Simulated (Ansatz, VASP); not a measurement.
# H in VASP and in Ansatz

File INCAR:

```
PREC = Accurate
ENCUT = 520
EDIFF = 1E-7
ISMEAR = 0
SIGMA = 0.02
LREAL = F
LASPH = T
NELM = 100
ALGO = Fast
ISIF = 2
LWAVE = F
LCHARG = F
GGA = PE
NBANDS = 10
```

The input KPOINTS:

```
Automatic mesh
0
Gamma
  6 6 6
```

Contents of POSCAR:

```
H
1.0
    3.7097913310      0.0000000000      0.0000000000
    0.0000000000      3.7097913310      0.0000000000
    0.0000000000      0.0000000000      4.5711795732
H
4
Direct
    0.0000000000      0.0000000000      0.9178920220
    0.0000000000      0.0000000000      0.0821079780
    0.5000000000      0.5000000000      0.4178920220
    0.5000000000      0.5000000000      0.5821079780
```

Input for Ansatz:

```yaml
crystal:
  lattice:
    - [3.709791331, 0.0, 0.0]
    - [0.0, 3.709791331, 0.0]
    - [0.0, 0.0, 4.5711795732]
  atoms:
    - { symbol: H, position: [0.0, 0.0, 0.917892022] }
    - { symbol: H, position: [0.0, 0.0, 0.082107978] }
    - { symbol: H, position: [0.5, 0.5, 0.417892022] }
    - { symbol: H, position: [0.5, 0.5, 0.582107978] }
basis:
  ecutwfc: 420
kpoints:
  mp_grid: { grid: [6, 6, 6] }
hamiltonian:
  xc: pbe
scf:
  occupations: { method: gaussian, width: 0.02 }
output:
  forces: true
  stress: true
  eigenvalues: true
```

Alike in both runs: task single point; functional PBE; k mesh 6 × 6 × 6; occupations gaussian, width 0.02 eV; no spin polarisation.

|  | VASP | Ansatz |
| --- | --- | --- |
| version | VASP 6.6.1 | Ansatz 0.2.0 |
| potentials or method | VASP PAW PBE potentials, release 64 (H) | scalar-relativistic, plane waves, PAW |
| plane-wave cutoff (eV) | 520 | 420 |
| valence electrons in the cell | 4 | 4 |

Ansatz gave:

- gap on the k mesh at the Fermi level (eV): 9.27
- least direct gap on the mesh (eV): 9.75
- pressure (GPa): 0.0
- rms of the force components (eV/Å): 0.001

**Question.** Estimate VASP's values.

**Answer.** gap on the k mesh at the Fermi level (eV): 9.27; least direct gap on the mesh (eV): 9.75; pressure (GPa): -0.2; rms of the force components (eV/Å): 0.005.

Atom by atom the forces differ by 0.006 eV/Å (rms over components). With one functional, cell and mesh, what is left measures potentials, basis and numerics.

A k mesh can miss the band edges.
